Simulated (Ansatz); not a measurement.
**Ca: frozen-core PAW against all-electron methods**

```
CELL_PARAMETERS angstrom
3.98000 0.00000 0.00000
-1.99000 3.44678 0.00000
0.00000 0.00000 6.52000
ATOMIC_POSITIONS crystal
Ca 0.33333 0.66667 0.25000
Ca 0.66667 0.33333 0.75000
```

Atoms are numbered in the order listed.

Conventional cell: a = 3.980 Å, b = 3.980 Å, c = 6.520 Å, α = 90.00°, β = 90.00°, γ = 120.00°. Around Ca (atom 1) lie 12 Ca at 3.98 to 3.99 Å.

The structure is an experimental refinement, used without relaxation. It was measured hot, at 723 K.

Methods: DFT, PBE, PAW with Ansatz's default frozen-core files, scalar-relativistic (Ansatz 0.2.0); DFT, PBE, all-electron PAW with datasets made for the crystal, scalar-relativistic (Ansatz 0.2.0); DFT, PBE, all-electron LAPW, scalar-relativistic (Ansatz 0.2.0).

For PAW: a Γ-centred 11×11×6 k mesh, Fermi–Dirac smearing of 0.08 eV, cutoff 420 eV, no spin polarisation. The crystal-made all-electron datasets (AE datasets) take a cutoff of 200 eV at this cell. LAPW targets a basis error of 0.5 meV/atom. The Ansatz runs share mesh, smearing and spin set-up. Plane-wave (PAW) pressures include the program's estimate of the Pulay term.

Stress and pressure are positive in compression.

Levels count from the Fermi level.

```csv
quantity,PAW,AE datasets,LAPW
pressure (GPa),-0.83,-0.83,-0.83
stress xx (GPa),-0.85,-0.85,-0.85
stress zz (GPa),-0.80,-0.80,-0.80
highest filled level at Γ (eV),-0.252,-0.252,-0.252
lowest empty level at Γ (eV),2.194,2.194,2.193
highest filled level at M (eV),-0.707,-0.707,-0.707
lowest empty level at M (eV),0.251,0.252,0.252
highest filled level at A (eV),-2.990,-2.990,-2.990
lowest empty level at A (eV),1.354,1.354,1.354
```

PAW's pressure differs from the LAPW value by about 0.01 GPa or less. Datasets made for the crystal and LAPW share parts of one code, so their agreement isn't an independent check.
